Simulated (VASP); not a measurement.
# KCl (vib) (Fm-3m) in VASP: notebook, part 2 of 2

VASP 6.6.1. The steps go on from the part before.

### 3 Relaxation of cell and atoms, LDA

This run uses another cell than the first one, of 28.07 Å³/atom, 0.912 times its volume.

INCAR reads:

```
PREC = Accurate ; ENCUT = 500
EDIFF = 1E-7 ; ISMEAR = 0
SIGMA = 0.02 ; LREAL = False
LASPH = True ; NELM = 120
ALGO = Normal ; ISIF = 3
LWAVE = False ; LCHARG = False
IBRION = 2 ; NSW = 100
EDIFFG = -0.002 ; GGA_COMPAT = False
NELMIN = 4
```

KPOINTS reads:

```
Automatic mesh
0
Gamma
  6 6 6
```

POSCAR reads:

```
KCl
1.0
    0.0000000000      3.0390613406      3.0390613406
    3.0390613406      0.0000000000      3.0390613406
    3.0390613406      3.0390613406      0.0000000000
K Cl
1 1
Direct
    0.0000000000      0.0000000000      0.0000000000
    0.5000000000      0.5000000000      0.5000000000
```

Potentials or basis: VASP PAW LDA potentials, release 64 (K_sv, Cl).

Command:

```sh
> cat potpaw_LDA.64/K_sv/POTCAR potpaw_LDA.64/Cl/POTCAR > POTCAR
> mpirun -np 1 vasp_std > vasp.out
```

It took 27 s on 1 thread of Intel Xeon 8259CL, shared host; peak memory 0.16 GiB.

Results (log left out):

```yaml
Free_energy: -7.4077 eV
Relaxed_volume: 28.12 Å³/atom
Relaxed_cell: a = 4.301 Å, b = 4.301 Å, c = 4.301 Å, α = 60.00°, β = 60.00°, γ = 60.00°
Space_group_after_relaxing_to_0.05_Å: Fm-3m (No. 225)
Energy_gained_by_relaxing: 0.0 meV/atom
Ionic_steps: 3
Pressure_after_relaxing: 0.0 GPa
Band_gap_on_the_k_mesh: 5.10 eV, direct
```

Final structure:
```
K Cl
1.0
     0.00000    3.04110    3.04110
     3.04110    0.00000    3.04110
     3.04110    3.04110    0.00000
K Cl
1 1
Direct
  0.00000 0.00000 0.00000
  0.50000 0.50000 0.50000
```

Levels at points of the mesh, in eV from the valence-band top:
| k point | band 4 | band 5 | band 6 | band 7 | band 8 | band 9 | band 10 | band 11 | band 12 |
| --- | --- | --- | --- | --- | --- | --- | --- | --- | --- |
| (0.00, 0.00, 0.00) | -10.31 | -10.31 | 0.00 | 0.00 | 0.00 | 5.10 | 8.11 | 8.11 | 8.11 |
| (0.50, 0.00, 0.00) | -10.32 | -9.99 | -1.33 | -0.44 | -0.44 | 7.48 | 8.65 | 10.60 | 10.60 |
| (0.50, 0.50, 0.00) | -10.40 | -10.40 | -0.76 | -0.25 | -0.25 | 6.05 | 8.45 | 10.23 | 10.26 |

Expect the measured gap to be larger: semilocal functionals such as LDA lack the derivative discontinuity.

### 4 Relaxation of cell and atoms, LDA

INCAR reads:

```
PREC = Accurate ; ENCUT = 500
EDIFF = 1E-7 ; ISMEAR = 0
SIGMA = 0.02 ; LREAL = False
LASPH = True ; NELM = 120
ALGO = Normal ; ISIF = 3
LWAVE = False ; LCHARG = False
GGA = CA ; IBRION = 2
NSW = 100 ; EDIFFG = -0.002
GGA_COMPAT = False ; NELMIN = 4
```

KPOINTS is that of step 3.

POSCAR reads:

```
KCl
1.0
    0.0000000000      3.1341000000      3.1341000000
    3.1341000000      0.0000000000      3.1341000000
    3.1341000000      3.1341000000      0.0000000000
K Cl
1 1
Direct
    0.0000000000      0.0000000000      0.0000000000
    0.5000000000      0.5000000000      0.5000000000
```

Potentials or basis: VASP PAW LDA potentials, release 64 (K_sv, Cl).

Command:

```sh
> cat potpaw_LDA.64/K_sv/POTCAR potpaw_LDA.64/Cl/POTCAR > POTCAR
> mpirun -np 1 vasp_std > vasp.out
```

OUTCAR:

```text
PREC = Accurate
   ENCUT = 500
   EDIFF = 1E-7
   ISMEAR = 0
   LREAL = False
   LASPH = True
   NELM = 120
   ISIF = 3
   GGA = CA
   IBRION = 2
   NSW = 100
   EDIFFG = -0.002
   NELMIN = 4

 ion  position               nearest neighbor table
   1  0.000  0.000  0.000-   2 3.13   2 3.13   2 3.13   2 3.13   2 3.13   2 3.13
   2  0.500  0.500  0.500-   1 3.13   1 3.13   1 3.13   1 3.13   1 3.13   1 3.13

  LATTYP: Found a face centered cubic cell.
 ALAT       =     6.2682000000

  Lattice vectors:

 A1 = (   0.0000000000,   3.1341000000,   3.1341000000)
 A2 = (   3.1341000000,   0.0000000000,   3.1341000000)
 A3 = (   3.1341000000,   3.1341000000,   0.0000000000)

Analysis of symmetry for initial positions (statically):
[... 173 lines left out ...]
  Total       -0.6745264     -0.6745264     -0.6745264      0.0000000      0.0000000      0.0000000
  in kB      -17.5525803    -17.5525803    -17.5525803      0.0000000      0.0000000      0.0000000
  external PRESSURE =     -17.5525803 kB  Pullay stress =       0.0000000 kB
[... 95 lines left out ...]
--------------------------------------- Ionic step        4  -------------------------------------------

 number of electron      16.0000000 magnetization

 Free energy of the ion-electron system (eV)
  ---------------------------------------------------
  ext. energy  EPLUGINS =         0.00000000
  ---------------------------------------------------
  free energy    TOTEN  =        -7.40936362 eV

  energy without entropy =       -7.40936362  energy(sigma->0) =       -7.40936362

 E-fermi :  -1.5269     XC(G=0):  -8.5366

 val. band max:       -1.6398171905   @ k =   0.0000   0.0000   0.0000
 cond. band min:       3.4620140228   @ k =   0.0000   0.0000   0.0000
 fundamental gap:      5.1018312133
 Fermi energy:        -1.5269241394

 k-point     1 :       0.0000    0.0000    0.0000
  band No.  band energies     occupation
      1     -28.2506      2.00000
      2     -13.7944      2.00000
      3     -11.9507      2.00000
      4     -11.9507      2.00000
      5     -11.9507      2.00000
      6      -1.6398      2.00000
      7      -1.6398      2.00000
      8      -1.6398      2.00000
      9       3.4620      0.00000
     10       6.4701      0.00000
     11       6.4701      0.00000
     12       6.4701      0.00000
[... 252 lines left out ...]
  FREE ENERGIE OF THE ION-ELECTRON SYSTEM (eV)
  ---------------------------------------------------
  free  energy   TOTEN  =        -7.4093636216 eV

  energy  without entropy=       -7.4093636216  energy(sigma->0) =       -7.40936362

 reached required accuracy - stopping structural energy minimisation
```

Wall time 48 s (1 thread of Intel Xeon 8259CL, shared host); peak memory 0.16 GiB.

What came out:

```yaml
Free_energy: -7.4094 eV
Relaxed_volume: 28.15 Å³/atom
Relaxed_cell: a = 4.302 Å, b = 4.302 Å, c = 4.302 Å, α = 60.00°, β = 60.00°, γ = 60.00°
Space_group_after_relaxing_to_0.05_Å: Fm-3m (No. 225)
Energy_gained_by_relaxing: 15.8 meV/atom
Ionic_steps: 4
Pressure_after_relaxing: 0.0 GPa
Band_gap_on_the_k_mesh: 5.10 eV, direct
```

The path:
```csv
step,energy change (eV),largest force (eV/Å),pressure (GPa),volume (Å³)
1,0.0000,0.0000,-1.76,61.57
2,-0.0249,0.0000,-0.89,58.61
3,-0.0315,0.0000,-0.08,56.49
4,-0.0316,0.0000,0.00,56.30
```

Final structure:
```xyz
2
Lattice="0.0000 3.0419 3.0419 3.0419 0.0000 3.0419 3.0419 3.0419 0.0000" Properties=species:S:1:pos:R:3 pbc="T T T"
K     6.0839    6.0839    6.0839
Cl    3.0419    3.0419    3.0419
```

LDA gaps usually lie below the measured ones, often by a third to a half. LDA usually gives volumes a few per cent too small.

### 5 Overview

```csv
task,cell,smearing,gap on the mesh (eV),pressure (GPa),relaxed volume (Å³/atom)
single point,"a = 4.432 Å, angles 60.0°, 2 atoms",gaussian 0.1 eV,4.79,-1.8,-
relaxation of cell and atoms,"relaxed from a = 4.298 Å, angles 60.0°, 2 atoms",gaussian 0.02 eV,5.10,0.0,28.12
relaxation of cell and atoms,"relaxed from a = 4.432 Å, angles 60.0°, 2 atoms",gaussian 0.02 eV,5.10,0.0,28.15
```

Alike in all rows: level LDA; potentials or basis VASP PAW LDA potentials, release 64 (K_sv, Cl); no spin polarisation; k mesh 6 × 6 × 6; cutoff (eV) 500.

Absolute energies hang on the potentials; compare differences alone.

### 6 How close it comes

Step 2. Against the measured gap of KCl, 8.68 eV (a printed reference work, monograph), the calculated 4.79 eV is off by -3.89 eV. The value is that of LDA, without temperature or zero-point motion. Semilocal functionals fall short of measured gaps as a rule.
